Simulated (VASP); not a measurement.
# TePb (Fm-3m) in VASP: notebook, part 2 of 2

VASP 6.6.1. The steps go on from the part before.

## (5) Single point, PBE

Contents of INCAR:

```
PREC = Accurate
ENCUT = 520
EDIFF = 1E-6
ISMEAR = 0
SIGMA = 0.01
LREAL = F
LASPH = T
NELM = 100
ALGO = Normal
ISIF = 2
LWAVE = F
LCHARG = F
GGA = PE
NBANDS = 17
```

Contents of KPOINTS:

```
Automatic mesh
0
Gamma
  6 6 6
```

Contents of POSCAR:

```
TePb
1.0
    0.0000000000      3.2678555474      3.2678555474
    3.2678555474      0.0000000000      3.2678555474
    3.2678555474      3.2678555474      0.0000000000
Te Pb
1 1
Direct
    0.5000000000      0.5000000000      0.5000000000
    0.0000000000      0.0000000000      0.0000000000
```

Potentials or basis: VASP PAW PBE potentials, release 64 (Te, Pb_d).

Launch:

```bash
> cat potpaw_PBE.64/Te/POTCAR potpaw_PBE.64/Pb_d/POTCAR > POTCAR
> mpirun -np 1 vasp_std > vasp.out
```

OUTCAR:

```text
PREC = Accurate
   ENCUT = 520
   EDIFF = 1E-6
   ISMEAR = 0
   LREAL = F
   LASPH = T
   NELM = 100
   ISIF = 2
   GGA = PE

 ion  position               nearest neighbor table
   1  0.500  0.500  0.500-   2 3.27   2 3.27   2 3.27   2 3.27   2 3.27   2 3.27
   2  0.000  0.000  0.000-   1 3.27   1 3.27   1 3.27   1 3.27   1 3.27   1 3.27

  LATTYP: Found a face centered cubic cell.
 ALAT       =     6.5357110948

  Lattice vectors:

 A1 = (   0.0000000000,   3.2678555474,   3.2678555474)
 A2 = (   3.2678555474,   0.0000000000,   3.2678555474)
 A3 = (   3.2678555474,   3.2678555474,   0.0000000000)

Analysis of symmetry for initial positions (statically):
=====================================================================
 Subroutine PRICEL returns:
 Original cell was already a primitive cell.

 Routine SETGRP: Setting up the symmetry group for a
 face centered cubic supercell.

 Subroutine GETGRP returns: Found 48 space group operations
 (whereof 48 operations were pure point group operations)
[... 152 lines left out ...]
  free energy    TOTEN  =        -7.52184720 eV

  energy without entropy =       -7.52184720  energy(sigma->0) =       -7.52184720

 E-fermi :   5.2350     XC(G=0):  -9.1483

 val. band max:        5.1862319115   @ k =   0.5000   0.0000   0.0000
 cond. band min:       5.9900908687   @ k =   0.5000   0.0000   0.0000
 fundamental gap:      0.8038589573
 Fermi energy:         5.2349714388

 k-point     1 :       0.0000    0.0000    0.0000
  band No.  band energies     occupation
      1     -11.4784      2.00000
      2     -11.4784      2.00000
      3     -11.4717      2.00000
      4     -11.4717      2.00000
      5     -11.4717      2.00000
      6      -6.5501      2.00000
[... 297 lines left out ...]
      4     -11.4573      2.00000
      5     -11.4492      2.00000
      6      -4.8817      2.00000
[... 9 lines left out ...]
     16      15.7779      0.00000
     17      16.5873      0.00000

------------------------ aborting loop because EDIFF is reached ----------------------------------------

  FORCE on cell =-STRESS in cart. coord.  units (eV):
  Direction    XX          YY          ZZ          XY          YZ          ZX
  --------------------------------------------------------------------------------------
  -------------------------------------------------------------------------------------
  Total        0.2439838      0.2439838      0.2439838      0.0000000      0.0000000     -0.0000000
  in kB        5.6008378      5.6008378      5.6008378      0.0000000      0.0000000     -0.0000000
  external PRESSURE =       5.6008378 kB  Pullay stress =       0.0000000 kB

 VOLUME and BASIS-vectors are now :
 -----------------------------------------------------------------------------
  energy-cutoff  :      520.00
  volume of cell :       69.79
      direct lattice vectors                 reciprocal lattice vectors
     0.000000000  3.267855547  3.267855547    -0.153005539  0.153005539  0.153005539
     3.267855547  0.000000000  3.267855547     0.153005539 -0.153005539  0.153005539
     3.267855547  3.267855547  0.000000000     0.153005539  0.153005539 -0.153005539

 POSITION                                       TOTAL-FORCE (eV/Angst)
 -----------------------------------------------------------------------------------
      3.26786      3.26786      3.26786        -0.000000      0.000000     -0.000000
      0.00000      0.00000      0.00000         0.000000      0.000000      0.000000
 -----------------------------------------------------------------------------------
    total drift:                               -0.000000      0.000000      0.000000

  FREE ENERGIE OF THE ION-ELECTRON SYSTEM (eV)
  ---------------------------------------------------
  free  energy   TOTEN  =        -7.5218471997 eV

  energy  without entropy=       -7.5218471997  energy(sigma->0) =       -7.52184720
```

It took 7.8 s on 1 thread of Intel Xeon 6975P-C (Granite Rapids), shared host; peak memory 0.2 GiB.

Results:

- Free energy: -7.5218 eV
- Pressure: 0.6 GPa
- Band gap on the k mesh: 0.80 eV, direct

Levels at points of the mesh, in eV from the valence-band top:
```tsv
k point	band 7	band 8	band 9	band 10	band 11	band 12	band 13	band 14
(0.00, 0.00, 0.00)	-5.67	-1.21	-1.21	-1.21	4.04	4.04	4.04	5.88
(0.50, 0.00, 0.00)	-8.41	-0.78	-0.78	0.00	0.80	1.36	1.36	8.36
(0.50, 0.50, 0.00)	-7.24	-4.23	-2.60	-2.60	3.44	5.36	5.36	6.52
```

Caveat: spin-orbit coupling is left out, which moves the levels of the heavy elements.

## (6) Summary

```csv
level,k mesh,gap on the mesh (eV),pressure (GPa)
PBE,4 × 4 × 4,0.80,0.6
r2SCAN,4 × 4 × 4,1.09,0.0
PBE,6 × 6 × 6,0.80,0.6
```

Alike in all rows: task single point; potentials or basis VASP PAW PBE potentials, release 64 (Te, Pb_d); no spin polarisation; cell as given; cutoff (eV) 520; smearing gaussian 0.01 eV.

On the cell as given the gap runs from 0.80 eV (PBE) to 1.09 eV (r2SCAN); the meshes differ, which moves gaps too. The pressure there spans 0.0 GPa (r2SCAN) to 0.6 GPa (PBE); a positive pressure means that this level wants a larger cell, a negative one a smaller.

Caveats: spin-orbit coupling is left out, which moves the levels of the heavy elements; the PAW data sets were made with another functional, which shifts forces and pressure a little (some runs).

Absolute energies hang on the potentials; compare differences alone.

## (7) How close it comes

Step 2. Measured gap of TePb: 0.19 eV (direct; 4.2 K; a printed reference work, monograph). This calculation gives 0.80 eV (+0.61 eV). Spin-orbit coupling on Pb, Te is left out. The value is that of PBE on a finite k mesh, which can miss the band edges, without temperature or zero-point motion.

Step 3. Measured gap of TePb: 0.19 eV (direct; 4.2 K; a printed reference work, monograph). This calculation gives 0.80 eV (+0.61 eV). Spin-orbit coupling on Pb, Te is left out. The value is that of PBE on a finite k mesh, which can miss the band edges, without temperature or zero-point motion.

Step 4. Measured gap of TePb: 0.19 eV (direct; 4.2 K; a printed reference work, monograph). This calculation gives 1.09 eV (+0.90 eV). Spin-orbit coupling on Pb, Te is left out. The value is that of r2SCAN on a finite k mesh, which can miss the band edges, without temperature or zero-point motion.

Step 5. A measured gap of TePb is 0.19 eV (direct; 4.2 K; a printed reference work, monograph); the calculated 0.80 eV misses it by +0.61 eV. Spin-orbit coupling on Pb, Te is left out. The value is that of PBE on a finite k mesh, which can miss the band edges, without temperature or zero-point motion.
